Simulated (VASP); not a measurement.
Runs of VASP 6.6.1 on Au. Symmetry: Fm-3m, No. 225, cubic system. The conventional cell has a = 4.070 Å, b = 4.070 Å, c = 4.070 Å, α = 90.00°, β = 90.00°, γ = 90.00°. Au (site symmetry m-3m) has 12 Au at 2.88 Å as nearest neighbours. 

| task | level | potentials or basis | spin | U | fixed moment (μB) | cell | k mesh | cutoff (eV) | smearing | grid for exact exchange (PRECFOCK) | exchange at q = 0 | LDAUTYPE | hund's J | mesh quality | pressure (GPa) | moment (μB) |
| --- | --- | --- | --- | --- | --- | --- | --- | --- | --- | --- | --- | --- | --- | --- | --- | --- |
| band structure | r2SCAN | VASP PAW PBE potentials, release 64 (Au) | SOC, no magnetisation | - | - | cell strained at random at fixed volume | 8 × 8 × 8 | 520 | methfessel-paxton 0.1 eV | - | - | - | - | not flagged | 7.1 | - |
| core levels | r2SCAN | VASP PAW PBE potentials, release 64 (Au) | non-collinear, ferromagnetic start, SOC | - | - | as given | 8 × 8 × 8 | 520 | gaussian 0.01 eV | - | - | - | - | not flagged | 7.1 | (a) |
| relaxation of the atoms | PBE0+D3(BJ) | VASP PAW PBE potentials, release 64 (Au) | collinear, ferromagnetic start | - | 3 | atoms relaxed from: volume scaled by 1.15 | 6 × 6 × 6 | 520 | fermi-dirac 0.1 eV | Fast | truncated | - | - | coarse | 33.7 | 3.00 |
| single point | PBEsol+U | VASP PAW PBE potentials, release 64 (Au_GW) | off | Au d U = 1 eV, J = 0.5 eV | - | volume scaled by 1.15 | 11 × 11 × 11 | 550 | gaussian 0.01 eV | - | - | 2 | 0.5 | not flagged | -16.3 | - |

Task: Estimate the missing entries.

Result: (a) 0.03.

Caveats: some runs use coarse meshes; the PAW data sets were made with another functional, which shifts forces and pressure a little; the moment is held away from its start (some runs); the relaxation stopped at its first step, so nothing moved (some runs); the total moment is fixed, so each spin has its own Fermi level (some runs); U without spin polarisation on a metal has little footing (some runs); the U is typed as a test and isn't derived for this compound (some runs).
